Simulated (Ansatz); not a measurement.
# Fields on a plane of GeO2 (alpha-quartz type, space group P3_121)

```
CELL_PARAMETERS angstrom
      4.99075     0.00000     0.00000
     -2.49537     4.32211     0.00000
      0.00000     0.00000     5.69189
ATOMIC_POSITIONS crystal
  Ge 0.45119 0.00000 0.33333
  Ge 0.00000 0.45119 0.66667
  Ge 0.54881 0.54881 0.00000
  O  0.39422 0.30471 0.24566
  O  0.69529 0.08951 0.57899
  O  0.91049 0.60578 0.91233
  O  0.08951 0.69529 0.42101
  O  0.30471 0.39422 0.75434
  O  0.60578 0.91049 0.08767
```

The slice is a (-1 1 0 2) plane (indices of the conventional cell) through the point (0.394, 0.305, 0.246) (fractional), spanned by u = [110] and v = [1 -1 1] in vectors of this cell: u (4.99 Å) and v (10.35 Å, at 90° to u). It covers one period; positions are fractions (u, v).

Atoms on it: O at (0.00, 0.00); O at (0.54, 0.16), 0.1 Å off the plane; O at (0.41, 0.81), 0.2 Å off the plane. Other atoms lie within 1 Å of the plane.

The numbers are results of PBEsol (plane waves to 420 eV, PAW, scalar-relativistic; Ansatz, a first-principles code), not measurements. k mesh 8×8×6. Near the nuclei the fields are pseudised (PAW); where an atom keeps semicore shells as valence, they peak there. GeO2 was relaxed with its symmetry unable to fall.

```
|88775533332200114466|
|44555555554422001133|
|22445577997744110011|
|11225577998844110000|
|22223355776633112222|
|55331122332222335566|
|77441100001122447799|
|77441100001122447799|
|55330011223333335566|
|22110022556655333333|
|00001144778877442200|
|22222233667766331111|
|66554444445544222244|
|88886655554433223366|
|88885544555555444466|
|66554444668888666677|
|66442233669999778899|
|66442222557777556677|
|88774422223333334477|
|99885522111100224488|
```
Scale: ten equal steps from -1.95 (start of '0') to 0.88 (end of '9'), in the order '0123456789'. Values: log₁₀ of the valence density in e/Å³. The map has 10 points along u (two characters each, u = 0 at the left) and 20 along v (v = 0 in the bottom row). The scale is logarithmic, as a density can span decades between atoms and voids.

```
|xx      ++%%@@@@@@  |
|--      ::##@@@@@@%%|
|==    xxxxxx@@@@@@##|
|**==--xxxxxx%%@@@@%%|
|######**xx**@@@@%%%%|
|**%%%%@@@@@@%%%%**==|
|xx##@@@@@@%%##**xxxx|
|xx%%@@@@%%##++==xxxx|
|**@@@@@@@@##++==----|
|%%@@@@@@%%::==++**##|
|@@@@@@%%xxxxxx####%%|
|@@@@##**::xx==%%@@@@|
|****++    ..**%%%%%%|
|xxxx        ==****--|
|xxxx..      ----    |
|    ==--  xxxx    xx|
|    **##  xxxx  xxxx|
|  --##%%##xxxx      |
|xx  ##%%@@@@%%++    |
|xxxx==**##%%@@%%**xx|
```
Scale: ten equal steps from 0.00 (start of ' ') to 8.55 (end of '@'), in the order ' .:-=+*#%@'. Values: electrostatic potential energy of an electron, from the cell's mean, in eV. The map has 10 points along u (two characters each, u = 0 at the left) and 20 along v (v = 0 in the bottom row). Points within 0.7 Å of a nucleus are blanked (x), as the pseudised field means little there. Values under 0 eV are set to 0. The zero, the cell's mean, hangs on the PAW cores.
